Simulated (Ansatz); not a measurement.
Ga: frozen-core PAW against all-electron methods

```
Ga
1.0
    -1.40400    1.40400    2.27358
     1.40400   -1.40400    2.27358
     1.40400    1.40400   -2.27358
Ga
1
Direct
  0.00000 0.00000 0.00000
```

The cell is COD entry 9012723, as deposited and not checked against the literature; nothing was relaxed. The listed cell was then made from it by scaling, straining or moving an atom.

Levels of theory: DFT, PBE, PAW with Ansatz's default frozen-core files, scalar-relativistic (Ansatz 0.2.0); DFT, PBE, all-electron PAW with datasets made for the crystal, scalar-relativistic (Ansatz 0.2.0); DFT, PBE, all-electron LAPW, scalar-relativistic (Ansatz 0.2.0).

For PAW: a Γ-centred 14×14×16 k mesh, Fermi–Dirac smearing of 0.05 eV, cutoff 420 eV, no spin polarisation; this mesh doesn't keep the crystal's whole symmetry, which leaves small spurious terms. The crystal-made all-electron datasets (AE datasets) take a cutoff of 240 eV at this cell. LAPW targets a basis error of 0.25 meV/atom. The Ansatz runs share mesh, smearing and spin set-up. Plane-wave (PAW) pressures include the program's estimate of the Pulay term.

Stress and pressure are positive in compression.

In a metal, gradients converge slowly with the k mesh: the values move by tens of per cent from one mesh to another, at times in sign, so only the comparison on one mesh counts.

```json
{"quantity": "pressure (GPa)", "PAW": "3.04", "AE datasets": "3.06", "LAPW": "3.06"}
{"quantity": "stress xx (GPa)", "PAW": "3.38", "AE datasets": "3.41", "LAPW": "3.41"}
{"quantity": "stress zz (GPa)", "PAW": "2.35", "AE datasets": "2.38", "LAPW": "2.37"}
{"quantity": "field gradient Vzz at Ga (10²¹ V/m²)", "PAW": "2.43", "AE datasets": "2.45", "LAPW": "–"}
```

PAW's pressure differs from the LAPW value by -0.02 GPa.
